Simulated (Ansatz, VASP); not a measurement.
**Sn: VASP beside Ansatz**

```
Sn
1.0
     3.21376    0.00000    0.00000
     0.00000    5.94591    0.00000
     0.00000    0.00000   17.97295
Sn
4
Direct
  0.37547 0.50000 0.42486
  0.37453 0.00000 0.42486
  0.87548 0.00000 0.57514
  0.87452 0.50000 0.57514
```

Alike in both runs: functional PBE; k mesh 11 × 6 × 1; occupations gaussian, width 0.1 eV; no spin polarisation.

Ansatz relaxed the structure, and its values are those at the end. VASP's run is a single point on that final structure, the one shown.

|  | VASP | Ansatz |
| --- | --- | --- |
| version | VASP 6.6.1 | Ansatz 0.2.0 |
| potentials or method | VASP PAW PBE potentials, release 64 (Sn_d) | scalar-relativistic, plane waves, PAW |
| plane-wave cutoff (eV) | 520 | 420 |
| valence electrons in the cell | 56 | 56 |

VASP gave:

* gap on the k mesh at the Fermi level (eV): none
* rms of the force components (eV/Å): 0.007
* work function, face that differs most (eV): 3.79

Estimate Ansatz's values.

gap on the k mesh at the Fermi level (eV): none; rms of the force components (eV/Å): 0.009; work function, face that differs most (eV): 3.88.

A gap of «none» marks a metal or a gap that the smearing closes. The functional is the same, so the differences come from potentials, cutoffs and numerics. Ansatz warned: «xc_potential_rough_in_thin_density».
